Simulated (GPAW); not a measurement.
The system is W.

```
W
1.0
    -1.58234    1.58234    1.58234
     1.58234   -1.58234    1.58234
     1.58234    1.58234   -1.58234
W
1
Direct
  0.00000 0.00000 0.00000
```

Base run:

```yaml
Program: GPAW 26.7.0
Functional: LDA
Potentials_or_basis: the program's PAW data sets (release 1.2.1) made for this functional
Cutoff: 600 eV
Basis: pw
k_mesh: 12 × 12 × 12
Occupations: fermi-dirac, width 0.05 eV
Spin: no spin polarisation
Hubbard_terms: W d U = 5 eV
```

Its results: band gap on the k mesh none (metal or under the smearing width); pressure -0.7 GPa.

Q: The run is repeated on the same cell with these changes: hubbard terms from W d U = 5 eV to W d U = 3 eV. What comes out?

A: Band gap on the k mesh none (metal or under the smearing width); pressure -5.3 GPa.

Caveats: U without spin polarisation on a metal has little footing; the U is typed as a test and isn't derived for this compound.
